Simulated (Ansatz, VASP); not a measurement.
## Two plane-wave programs on AgCl

```
Ag Cl
1.0
     0.00000    2.80602    2.80602
     2.80602    0.00000    2.80602
     2.80602    2.80602    0.00000
Ag Cl
1 1
Direct
  0.50000 0.50000 0.50000
  0.00000 0.00000 0.00000
```

Alike in both runs: functional PBE; k mesh 8 × 8 × 8; occupations gaussian, width 0.02 eV; no spin polarisation.

Ansatz relaxed the structure, and its values are those at the end. VASP's run is a single point on that final structure, the one shown.

|  | VASP | Ansatz |
| --- | --- | --- |
| version | VASP 6.6.1 | Ansatz 0.2.0 |
| potentials or method | VASP PAW PBE potentials, release 64 (Ag, Cl) | scalar-relativistic, plane waves, PAW |
| plane-wave cutoff (eV) | 520 | 420 |
| valence electrons in the cell | 18 | 26 |

Ansatz gave:

- gap on the k mesh at the Fermi level (eV): 0.92
- least direct gap on the mesh (eV): 3.08
- pressure (GPa): 0.0

What did VASP give for the same quantities?

gap on the k mesh at the Fermi level (eV): 0.92; least direct gap on the mesh (eV): 3.08; pressure (GPa): -0.1.

The two sets of potentials don't hold the same shells in valence.

A k mesh can miss the band edges. As with any semilocal functional, this PBE gap is likely too small.
